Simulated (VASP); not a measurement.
# BAs: relaxation of cell and atoms with PBEsol

Crystal: BAs.

```xyz
2
Lattice="0.0000 2.3885 2.3885 2.3885 0.0000 2.3885 2.3885 2.3885 0.0000" Properties=species:S:1:pos:R:3 pbc="T T T"
B     0.0000    0.0000    0.0000
As    1.1943    1.1943    1.1943
```

- Program: VASP 6.6.1
- Task: relaxation of cell and atoms
- Functional: PBEsol
- Potentials or basis: VASP PAW PBE potentials, release 64 (B, As)
- Cutoff: 600 eV
- k mesh: 10 × 10 × 10
- Occupations: gaussian, width 0.03 eV
- Spin: no spin polarisation
- Target pressure: 19.4 GPa
- Further INCAR settings: ALGO = Normal; EDIFF = 1e-06; IBRION = 2; EDIFFG = -0.01; NSW = 90; ISIF = 3
- Target pressure: 19.4 GPa

```json
{
 "Relaxed volume": "12.22 Å³/atom",
 "Relaxed cell": "a = 3.257 Å, b = 3.257 Å, c = 3.257 Å, α = 60.00°, β = 60.00°, γ = 60.00°",
 "Space group after relaxing (to 0.05 Å)": "F-43m (No. 216)",
 "Energy change on relaxing (the enthalpy is what falls)": "+77.7 meV/atom",
 "Ionic steps": "4",
 "Pressure after relaxing": "19.3 GPa",
 "Band gap on the k mesh": "0.96 eV, indirect (least direct gap 3.39 eV)"
}
```

The path:
```csv
step,energy change (eV),largest force (eV/Å),pressure (GPa),volume (Å³)
1,0.0000,0.0000,0.05,27.25
2,0.8784,0.0000,57.76,21.26
3,0.1463,0.0000,18.64,24.51
4,0.1553,0.0000,19.29,24.43
```

Final structure:
```
B As
1.0
     0.00000    2.30311    2.30311
     2.30311    0.00000    2.30311
     2.30311    2.30311    0.00000
B As
1 1
Direct
  0.00000 0.00000 0.00000
  0.25000 0.25000 0.25000
```

Levels at points of the mesh, in eV from the valence-band top:
```
           k point  band 1  band 2  band 3  band 4  band 5  band 6  band 7  band 8
(0.00, 0.00, 0.00)  -16.48    0.00    0.00    0.00    3.39    3.39    3.39    6.11
(0.50, 0.00, 0.00)  -13.18   -9.68   -2.02   -2.02    3.33    4.85    4.85    8.88
(0.50, 0.50, 0.00)  -11.70   -9.17   -4.58   -4.58    1.19    1.21   12.42   12.42
```

It took 38 s on 1 thread of Intel(R) Xeon(R) Platinum 8259CL CPU @ 2.50GHz (Skylake/Cascade Lake), with other jobs on the host, peak memory 0.17 GiB.

Caveat: the cell is relaxed towards a set pressure, so the enthalpy falls and the energy may rise; the PAW data sets were made with another functional, which shifts forces and pressure a little. A k mesh can miss the band edges.
